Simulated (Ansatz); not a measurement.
Runs of Ansatz 0.2.0 on C. Symmetry: Fd-3m, No. 227, cubic system. Conventional cell: a = 3.567 Å, b = 3.567 Å, c = 3.567 Å, α = 90.00°, β = 90.00°, γ = 90.00°. Around C (site symmetry -43m) lie 4 C at 1.54 Å. This isn't the form of C at room conditions, which is graphite.

```tsv
task	level	cell	smearing	points for each segment of the path	gap on the mesh (eV)	pressure (GPa)
relaxation of cell and atoms	LDA	relaxed	fermi-dirac 0.05 eV	-	4.18	0.0
band structure	RPBE	as given	fermi-dirac 0.05 eV	14	4.15	(a)
Born charges and dielectric tensor	PBEsol	as given	fixed	-	(b)	-
band structure	revPBE	as given	fermi-dirac 0.05 eV	14	4.14	6.4
single point	LDA	as given	gaussian 0.1 eV	-	4.11	-13.1
```

Alike in all rows: potentials or basis Ansatz PAW; no spin polarisation; k mesh 13 × 13 × 13; cutoff (eV) 420.

Fill in the values left out.

(a) 7.9; (b) 4.02.

Caveats: the PAW data sets come from PBE, with cores solved anew for the run's functional, which leaves a small shift of forces and pressure; odd divisions of the mesh miss points on the zone boundary, where band edges often lie, so the gap on the mesh can be too wide (some runs); the plane-wave basis is chosen anew once the cell has moved, so the energies of steps on either side of that aren't comparable (some runs).

A k mesh can miss the band edges.
